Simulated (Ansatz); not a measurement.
# WSe2: the cost of one run

Computed with Ansatz 0.2.0 (DFT PBE+D3(BJ), scalar-relativistic, plane waves, PAW, unless a step's input says otherwise).

2 further runs of the same task are left out: 2 set aside as unsound or not needed.

**1. The structure to begin with**

It takes space group P-6m2 (No. 187, hexagonal). Conventional cell: a = 3.318 Å, b = 3.318 Å, c = 16.658 Å, α = 90.00°, β = 90.00°, γ = 120.00°. W (site symmetry -6m2) has 6 Se at 2.54 Å as nearest neighbours. Se (site symmetry 3m) is surrounded by 3 W at 2.54 Å.

As a file:

```xyz
3
Lattice="3.3179 0.0000 0.0000 -1.6590 2.8734 0.0000 0.0000 0.0000 16.6581" Properties=species:S:1:pos:R:3 pbc="T T T"
W     0.0000    0.0000    0.0000
Se    0.0000    1.9156    1.6623
Se    0.0000    1.9156   14.9959
```

Source of the structure: the Materials Project (structure only).

(A quick probe on a coarse mesh, which set the mesh and smearing, is not shown.)

**3. Relaxing cell and atoms**

Input file input.yaml:

```yaml
crystal:
  lattice:
    - [3.3179375931, 0.0, 0.0]
    - [-1.6589687966, 2.8734182438, 0.0]
    - [0.0, 0.0, 16.65814242]
  atoms:
    - { symbol: W, position: [0.0, 0.0, 0.0] }
    - { symbol: Se, position: [0.33333333, 0.66666667, 0.09978652] }
    - { symbol: Se, position: [0.33333333, 0.66666667, 0.90021348] }
basis:
  ecutwfc: 420
kpoints:
  mp_grid: { grid: [12, 12, 2] }
hamiltonian:
  xc: pbe
  dispersion: d3bj
scf:
  occupations: { method: gaussian, width: 0.02 }
output:
  forces: true
  stress: true
  eigenvalues: true
relax:
  adjacent_minimum: "off"
  f_tol: 0.005
  max_steps: 80
  cell: { stress_tol: 0.05 }
```

Launch:

```
ansatz run input.yaml --threads 1 --pin off --max-ram 2560MiB --backend cpu --events-out ev --progress --plain --runs-dir out
```

What time and memory should one allow on 1 thread of Intel Xeon 6975P-C (Granite Rapids), shared host?

About 4 min, with a peak of 0.54 GiB.
